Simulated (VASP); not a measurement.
# Si: convergence, deformation potentials

Si, Fd-3m (no. 227), 2 atoms in the cell. PBE, strained cells; PAW potentials Si (PBE set). VASP 6.6.1.

Wanted: gap against ln V within 0.1 eV.

The series start from Relative volume step: 0.02; Cutoff (eV): 310; k-point spacing (1/Å): 0.3. Each series keeps the choices made before it, and each single choice may use up half of a tolerance. Times cover all steps of a run.

## Relative volume step

| Relative volume step | Gap against ln V (eV) | Time (s) |
|---|---|---|
| 0.06 | 1.78 | 14 |
| 0.02 | 1.77 | 13 |
| 0.01 (reference) | 1.74 | 13 |

Chosen: 0.06, the loosest value from which every tighter one stays within half of the tolerance.

## Cutoff (eV)

| Cutoff (eV) | Gap against ln V (eV) | Time (s) |
|---|---|---|
| 200 | 1.68 | 11 |
| 250 | 1.79 | 12 |
| 310 | 1.78 | 14 |
| 400 (reference) | 1.79 | 20 |

Chosen: 250.

## k-point spacing (1/Å)

| k-point spacing (1/Å) | Gap against ln V (eV) | Time (s) |
|---|---|---|
| 0.9 | 1.50 | 9.8 |
| 0.5 | 1.96 | 10 |
| 0.3 | 1.79 | 12 |
| 0.2 (reference) | 1.69 | 16 |

Chosen: 0.2; the next looser run is off by more than half of the tolerance, so convergence isn't shown beyond this value.

## All choices together

| Input | Gap against ln V (eV) | Time (s) |
|---|---|---|
| quick settings (naive) | 1.41 | 7.7 |
| chosen settings | 1.69 | 16 |
| reference settings throughout | 1.69 | 28 |

The chosen settings stay within the tolerance of the reference run, but the reference itself isn't shown to be converged in: k-point spacing (1/Å).

## The input

INCAR.step1:
```
SYSTEM = Si
PREC = Accurate
ENCUT = 370
EDIFF = 1E-7
ISMEAR = 0
SIGMA = 0.05
ALGO = Normal
LREAL = .FALSE.
LASPH = .TRUE.
NELM = 100
LWAVE = .FALSE.
LCHARG = .FALSE.
IBRION = 2
NSW = 30
ISIF = 3
EDIFFG = -0.005
KPAR = 4
```

INCAR.step2:
```
SYSTEM = Si
PREC = Accurate
ENCUT = 250
EDIFF = 1E-6
ISMEAR = 0
SIGMA = 0.05
ALGO = Normal
LREAL = .FALSE.
LASPH = .TRUE.
NELM = 100
LWAVE = .FALSE.
LCHARG = .FALSE.
KPAR = 4
```

INCAR.step7, as INCAR.step2 but for:
```
+ IBRION = 2
+ NSW = 15
+ EDIFFG = -0.005
```

KPOINTS.step1:
```
k-points
0
Gamma
  7 7 7
```

KPOINTS.step2:
```
Automatic mesh
0
Gamma
  10 10 10
  0 0 0
```

POSCAR.step1:
```
Si
1.0
    0.0000000000      2.7218511900      2.7218511900
    2.7218511900      0.0000000000      2.7218511900
    2.7218511900      2.7218511900      0.0000000000
Si
2
Direct
    0.0000000000      0.0000000000      0.0000000000
    0.2500000000      0.2500000000      0.2500000000
```

POSCAR.step2:
```
Si
1.0
    0.0000000000      2.7341591783      2.7341591783
    2.7341591783      0.0000000000      2.7341591783
    2.7341591783      2.7341591783      0.0000000000
Si
2
Direct
    0.0000000000      0.0000000000      0.0000000000
    0.2500000000      0.2500000000      0.2500000000
```

POSCAR.step3:
```
Si
1.0
    0.0000000000      2.7877837567      2.7877837567
    2.7877837567      0.0000000000      2.7877837567
    2.7877837567      2.7877837567      0.0000000000
Si
2
Direct
    0.0000000000      0.0000000000      0.0000000000
    0.2500000000      0.2500000000      0.2500000000
```

POSCAR.step4:
```
Si
1.0
    0.0000000000      2.6783443500      2.6783443500
    2.6783443500      0.0000000000      2.6783443500
    2.6783443500      2.6783443500      0.0000000000
Si
2
Direct
    0.0000000000      0.0000000000      0.0000000000
    0.2500000000      0.2500000000      0.2500000000
```

POSCAR.step5:
```
Si
1.0
    0.0000000000      2.6931467906      2.8161839536
    2.6931467906      0.0000000000      2.8161839536
    2.6931467906      2.6931467906      0.0000000000
Si
2
Direct
    0.0000000000      0.0000000000      0.0000000000
    0.2500000000      0.2500000000      0.2500000000
```

POSCAR.step6:
```
Si
1.0
    0.0000000000      2.7751715659      2.6521344029
    2.7751715659      0.0000000000      2.6521344029
    2.7751715659      2.7751715659      0.0000000000
Si
2
Direct
    0.0000000000      0.0000000000      0.0000000000
    0.2500000000      0.2500000000      0.2500000000
```

POSCAR.step7:
```
Si
1.0
    0.0820247753      2.7751715659      2.7751715659
    2.7751715659      0.0820247753      2.7751715659
    2.7751715659      2.7751715659      0.0820247753
Si
2
Direct
    0.0000000000      0.0000000000      0.0000000000
    0.2500000000      0.2500000000      0.2500000000
```

POSCAR.step8:
```
Si
1.0
   -0.0820247753      2.6931467906      2.6931467906
    2.6931467906     -0.0820247753      2.6931467906
    2.6931467906      2.6931467906     -0.0820247753
Si
2
Direct
    0.0000000000      0.0000000000      0.0000000000
    0.2500000000      0.2500000000      0.2500000000
```

Commands (each step's output is kept before the next begins):
```
cat potpaw_PBE.64/Si/POTCAR > POTCAR
cp INCAR.step1 INCAR
cp KPOINTS.step1 KPOINTS
cp POSCAR.step1 POSCAR
mpirun -np 4 vasp_std > vasp.out
rm WAVECAR CHG
cp INCAR.step2 INCAR
cp KPOINTS.step2 KPOINTS
cp POSCAR.step2 POSCAR
mpirun -np 4 vasp_std > vasp.out
rm WAVECAR CHG
cp POSCAR.step3 POSCAR
mpirun -np 4 vasp_std > vasp.out
rm WAVECAR CHG
cp POSCAR.step4 POSCAR
mpirun -np 4 vasp_std > vasp.out
rm WAVECAR CHG
cp POSCAR.step5 POSCAR
mpirun -np 4 vasp_std > vasp.out
rm WAVECAR CHG
cp POSCAR.step6 POSCAR
mpirun -np 4 vasp_std > vasp.out
rm WAVECAR CHG
cp INCAR.step7 INCAR
cp POSCAR.step7 POSCAR
mpirun -np 4 vasp_std > vasp.out
rm WAVECAR CHG
cp POSCAR.step8 POSCAR
mpirun -np 4 vasp_std > vasp.out
```

Limits: b and d are read from the valence top without spin-orbit coupling.

The chosen input took VASP 6.6.1 16 s on 4 cores (Intel Xeon 6975P-C (Granite Rapids)), a shared host.
